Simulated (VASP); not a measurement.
Write the native input for VASP 6.6.1 that does the following.

```
Task                   : single point
Functional             : PBE
Potentials or basis    : VASP PAW PBE potentials, release 64 (Cs_sv, I)
Cutoff                 : 520 eV
k mesh                 : 6 × 6 × 6
Occupations            : fermi-dirac, width 0.02 eV
Spin                   : no spin polarisation
Dipole correction      : no
Further INCAR settings : ALGO = Normal; EDIFF = 1e-07; NBANDS = 15
```

The structure of CsI lies in POSCAR:

```
CsI
1.0
    4.6660134192      0.0000000000      0.0000000000
    0.0000000000      4.6660134192      0.0000000000
    0.0000000000      0.0000000000      4.6660134192
Cs I
1 1
Direct
    0.0000000000      0.0000000000      0.0000000000
    0.5000000000      0.5000000000      0.5000000000
```

One way to write it, as run:

INCAR

```
PREC = Accurate ; ENCUT = 520
EDIFF = 1E-7 ; ISMEAR = -1
SIGMA = 0.02 ; LREAL = F
LASPH = T ; NELM = 100
ALGO = Normal ; ISIF = 2
LWAVE = F ; LCHARG = F
GGA = PE ; NBANDS = 15
```

KPOINTS

```
regular mesh
0
Gamma
  6 6 6
```

Potentials or basis: VASP PAW PBE potentials, release 64 (Cs_sv, I).

Launch:

```console
$ cat potpaw_PBE.64/Cs_sv/POTCAR potpaw_PBE.64/I/POTCAR > POTCAR
$ mpirun -np 1 vasp_std > vasp.out
```

It gave:

```yaml
Pressure: 0.0 GPa
Band_gap_on_the_k_mesh: 3.68 eV, indirect (least direct gap 3.77 eV)
```

Caveat: spin-orbit coupling is left out, which moves the levels of the heavy elements.

Wall time 16 s on 1 thread of AMD EPYC 9R45 (Zen 5), on a shared host, peak memory 0.18 GiB.
